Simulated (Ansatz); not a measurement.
## GaN: what the electron mass says about interband coupling

All numbers below come from Ansatz 0.2.0, DFT PBE, scalar-relativistic, plane waves, PAW.

Plane waves to 420 eV, a k mesh through Γ of 12×12×6 on the computed 4-atom cell and Gaussian smearing (0.02 eV); no spin polarisation.

Relaxed cell: P6_3mc, a = 3.218 Å, b = 3.218 Å, c = 5.243 Å, α = 90.00°, β = 90.00°, γ = 120.00°, 4 atoms in the primitive cell.

The direct gap at Γ is 1.710 eV, and at Γ the conduction band has a mass of 0.1601 mₑ and the lightest hole 0.1618 mₑ, both along x.

Problem. Use two-band k·p theory to get the Kane energy. As an exercise, what mass follows if the true gap is 1.5 times the computed one (semilocal functionals can miss by more, threefold or worse in zinc and cadmium oxides)?

Solution. Coupling to the valence top alone gives mₑ/m* = 1 + E_P/E_g, so E_P = E_g (mₑ/m* − 1) = 1.710 × (6.25 − 1) = 9.0 eV. The light hole is the mirror band, mₑ/mₗₕ = E_P/E_g − 1, and gives 12.3 eV; the spread shows what other bands add. Fits to experiment give about 15 to 31 eV for common tetrahedral semiconductors; the figure from the electron is a net one, lowered by higher conduction bands, and semilocal functionals tend to give less. With E_P fixed and E_g = 2.57 eV the mass becomes 0.222 mₑ: in this model the mass grows with the gap, in proportion where E_P ≫ E_g, which is why functionals that close gaps give light electrons. A correction that opens the gap also strengthens the coupling, so the true mass usually rises less. Remote bands and spin-orbit splitting are left out of the model.